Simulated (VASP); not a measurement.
Input of a VASP 6.6.1 run:

INCAR

```
ALGO     = Fast           # electronic algorithm
EDIFF    = 1E-8           # SCF threshold, eV
ENCUT    = 520            # plane-wave cutoff, eV
GGA      = PE             # functional
IBRION   = 6              # ionic algorithm
ISIF     = 3              # what is computed and relaxed
ISMEAR   = 1              # smearing method
LASPH    = True           # aspherical terms in the spheres
LCHARG   = False          # write CHGCAR
LREAL    = False          # projectors in reciprocal space
LWAVE    = False          # write WAVECAR
NELM     = 100            # most SCF steps
NFREE    = 2            
NSW      = 1              # ionic steps
POTIM    = 0.015          # step
PREC     = Accurate       # precision mode
SIGMA    = 0.2            # smearing width, eV
```

The input KPOINTS:

```
k-points
0
Gamma
  18 18 18
```

The input POSCAR:

```
Al                                      
1.0
    0.0000000000      2.0199997602      2.0199997602
    2.0199997602      0.0000000000      2.0199997602
    2.0199997602      2.0199997602      0.0000000000
  Al            
     1
Direct
     0.0000000000000000    0.0000000000000000    0.0000000000000000
```

Potentials or basis: VASP PAW PBE potentials, release 64 (Al).

Launch:

```console
$ cat potpaw_PBE.64/Al/POTCAR > POTCAR
$ mpirun -np 1 vasp_std > vasp.out
```

Q: Estimate the Voigt bulk modulus.

A: 78 GPa.

Q: Estimate the elastic constants C11, C12, C44.

A: 93, 70, 12 GPa.

Clamped-ion elastic tensor (GPa):
```
93 70 70  0  0  0
70 93 70  0  0  0
70 70 93  0  0  0
 0  0  0 12  0  0
 0  0  0  0 12  0
 0  0  0  0  0 12
```
